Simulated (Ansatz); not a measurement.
Runs of Ansatz 0.2.0 on HfO2. Symmetry: P4_2/nmc, No. 137, tetragonal system. The conventional cell has a = 3.558 Å, b = 3.558 Å, c = 5.172 Å, α = 90.00°, β = 90.00°, γ = 90.00°. Hf (site symmetry -4m2) is surrounded by 4 O at 2.05 Å. O (site symmetry 2mm) has 2 Hf at 2.05 Å as nearest neighbours. Measurements of this composition are mostly on another form, of space group No. 14.

```csv
task,level,cell,smearing,gap on the mesh (eV),pressure (GPa),relaxed volume (Å³/atom)
relaxation of cell and atoms,BLYP+D3(BJ),relaxed,fermi-dirac 0.05 eV,4.70,0.0,11.28
Born charges and dielectric tensor,RPBE,as given,fixed,4.86,-,-
single point,PBE,as given,gaussian 0.02 eV,4.78,10.0,-
relaxation of cell and atoms,BLYP+D4,relaxed,fermi-dirac 0.05 eV,(a),0.0,(b)
relaxation of cell and atoms,revPBE+D4,relaxed,fermi-dirac 0.05 eV,4.78,0.0,11.24
```

Alike in all rows: potentials or basis Ansatz PAW; no spin polarisation; k mesh 8 × 8 × 5; cutoff (eV) 420.

Estimate the missing entries.

(a) 4.72; (b) 11.44.

Caveats: odd divisions of the mesh miss points on the zone boundary, where band edges often lie, so the gap on the mesh can be too wide; spin-orbit coupling is left out, which moves the levels of the heavy elements; the PAW data sets come from PBE, with cores solved anew for the run's functional, which leaves a small shift of forces and pressure (some runs); the plane-wave basis is chosen anew once the cell has moved, so the energies of steps on either side of that aren't comparable (some runs).

A k mesh can miss the band edges, and the runs leave out spin-orbit coupling on Hf.
